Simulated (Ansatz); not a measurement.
GaP: energy along a strain

GaP, R-3m, a = 3.886 Å, c = 19.292 Å (as given, not relaxed at this level: -2.8 GPa, forces to 0.10 eV/Å). This isn't the usual stable structure of the compound. Ansatz: PBEsol, PAW, 420 eV, Γ-centred 12×12×12 mesh on 4 atoms, Cold smearing 0.10 eV; no spin polarisation. Cell vectors (Å): 1.943 1.122 6.431; -1.943 1.122 6.431; 0.000 -2.244 6.431. The cell is strained by x per cent times the pattern (0 0 1 0 0 0) in the order xx yy zz yz xz xy (engineering shears), with fractional coordinates held. y is the free energy over the start, V0 = 21.026 Å³/atom.

```
x (%) y (meV/atom)
-2.00         -0.97
-1.50         -1.85
-1.00             ?
-0.50         -1.34
 0.00          0.00
 0.50          2.01
 1.00          4.67
 1.50          7.94
 1.75          9.79
 2.00         11.79
```

Problem. Fit y = c1 x + c2 x² + c3 x³ to the other rows, get the stiffness along the pattern, and predict the missing energy.

Solution. Least squares on the rows shown. y = 3.359 x + 1.352 x² − 0.04233 x³. The clamped-ion stiffness p·C·p = 2 × 13.52 eV × 160.2 / 21.026 Å³ = 206 GPa, which is C33 in these axes (second derivative at the start, which stands under stress). At x = -1.00 the fit asked for gives -1.96 meV/atom. The run gave -1.97 meV/atom, so the fit is 0.01 meV/atom too high, a small miss on the scale of the series.

Cost: 10 runs of about 5.9 core-minutes in all, on Arm Neoverse N1 (shared hosts).